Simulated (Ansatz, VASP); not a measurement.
**Al: VASP beside Ansatz**

```
CELL_PARAMETERS angstrom
2.82803 0.00000 0.00000
-1.41402 2.44915 0.00000
0.00000 0.00000 4.65072
ATOMIC_POSITIONS crystal
Al 0.33333 0.66667 0.25000
Al 0.66667 0.33333 0.75000
```

Alike in both runs: functional PBE; k mesh 16 × 16 × 9; occupations fermi-dirac, width 0.05 eV; no spin polarisation.

Ansatz relaxed the structure, and its values are those at the end. VASP's run is a single point on that final structure, the one shown.

```csv
,VASP,Ansatz
version,VASP 6.6.1,Ansatz 0.2.0
potentials or method,"VASP PAW PBE potentials, release 64 (Al)","PAW with Ansatz's default frozen-core files, scalar-relativistic"
plane-wave cutoff (eV),520,420
valence electrons in the cell,6,6
```

```tsv
	VASP	Ansatz	Ansatz less VASP
pressure (GPa)	2.6	2.6	+0.03
```

With one functional, cell and mesh, what is left measures potentials, basis and numerics.
